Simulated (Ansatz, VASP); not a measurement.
**One calculation of Ag, two programs**

File INCAR:

```
SYSTEM = Ag
ALGO = Normal ; EDIFF = 1E-7
EDIFFG = -0.01 ; ENCUT = 600
GGA = PE ; IBRION = 2
ISIF = 3 ; ISMEAR = 0
LASPH = .True. ; LCHARG = .False.
LREAL = .False. ; LWAVE = .False.
NELM = 100 ; NSW = 100
PREC = Accurate ; SIGMA = 0.1
```

KPOINTS

```
k-points
0
Gamma
  24 24 24
  0 0 0
```

The input POSCAR:

```
Ag
1.0
   -1.7407256619      1.7407256619      1.4914647270
    1.7407256619     -1.7407256619      1.4914647270
    1.7407256619      1.7407256619     -1.4914647270
Ag
1
Direct
    0.0000000000      0.0000000000      0.0000000000
```

Input for Ansatz:

```yaml
crystal:
  lattice:
    - [-1.7407256619, 1.7407256619, 1.491464727]
    - [1.7407256619, -1.7407256619, 1.491464727]
    - [1.7407256619, 1.7407256619, -1.491464727]
  atoms:
    - { symbol: Ag, position: [0.0, 0.0, 0.0] }
basis:
  ecutwfc: 420
kpoints:
  mp_grid: { grid: [24, 24, 24] }
hamiltonian:
  xc: pbe
scf:
  occupations: { method: gaussian, width: 0.1 }
output:
  forces: true
  stress: true
  eigenvalues: true
relax:
  adjacent_minimum: "off"
  f_tol: 0.01
  max_steps: 80
  cell: { stress_tol: 0.05 }
```

Alike in both runs: task relaxation of cell and atoms; functional PBE; k mesh 24 × 24 × 24; occupations gaussian, width 0.1 eV; no spin polarisation.

|  | VASP | Ansatz |
| --- | --- | --- |
| version | VASP 6.6.1 | Ansatz 0.2.0 |
| potentials or method | VASP PAW PBE potentials, release 64 (Ag) | scalar-relativistic, plane waves, PAW |
| plane-wave cutoff (eV) | 600 | 420 |
| valence electrons in the cell | 11 | 19 |

```tsv
	VASP	Ansatz	Ansatz less VASP
gap on the k mesh at the Fermi level, each at its own relaxed structure (eV)	none	none	-
relaxed volume (Å³/atom)	17.98	18.00	+0.025
relaxed cell length with the largest relative difference (Å)	2.866	2.866	+0.0003
energy change over the relaxation (meV/atom)	-1	-1	0.0
```

A gap of «none» marks a metal or a gap that the smearing closes. The two sets of potentials don't hold the same shells in valence.
